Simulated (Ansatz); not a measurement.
Rows from a G0W0 calculation on SiC (P6_3mc) (Ansatz 0.2.0; G0W0 on PBE, plane waves, PAW; 6×6×2 mesh, 529 empty bands, screening to 200 eV), in eV. Spin-orbit coupling is left out.

```
row                       k  band   start       Σx  Σc at the solution      Vxc
  A                       Γ    c2  15.278   -8.937              -5.068  -14.437
  B  (0.000, -0.500, 0.000)    c1  11.816   -7.428              -4.174  -11.788
  C                       Γ    c1  14.700   -9.125              -4.942  -14.475
  D                       Γ    v1   9.592  -18.359               1.864  -15.770
  E  (0.000, -0.500, 0.000)    c2  11.947   -7.333              -4.268  -11.809
  F  (0.000, -0.500, 0.000)    v1   8.468  -18.645               2.212  -15.627
```

**Question.** Give the quasiparticle energies and the shift of each level.

The quasiparticle equation reads E = start + Σx + Σc(E) − Vxc.

```
row  E (eV)  shift (eV)
  A  15.711      +0.432
  B  12.002      +0.186
  C  15.107      +0.408
  D   8.866      −0.726
  E  12.155      +0.208
  F   7.662      −0.806
```

Limits: not at the basis limit.

[Paths, hosts, dates, memory and timing lines, banners, echoed tables and standing remarks are left out of the program output.]

[Logs are printed without paths, hosts, clocks, repeated set-up lines and the standing remarks that a program may print on its own settings, such as how far it seeks lower states.]

[Runs of the session that timed out or met a known fault of the program may be left out.]

[Cells called generated may have been cut or substituted from an entry of the Crystallography Open Database or the Materials Project.]

[Hosts, paths, dates, database ids (printed as entryN), source tags and the programs' standing remarks are cut or masked in the printed files.]
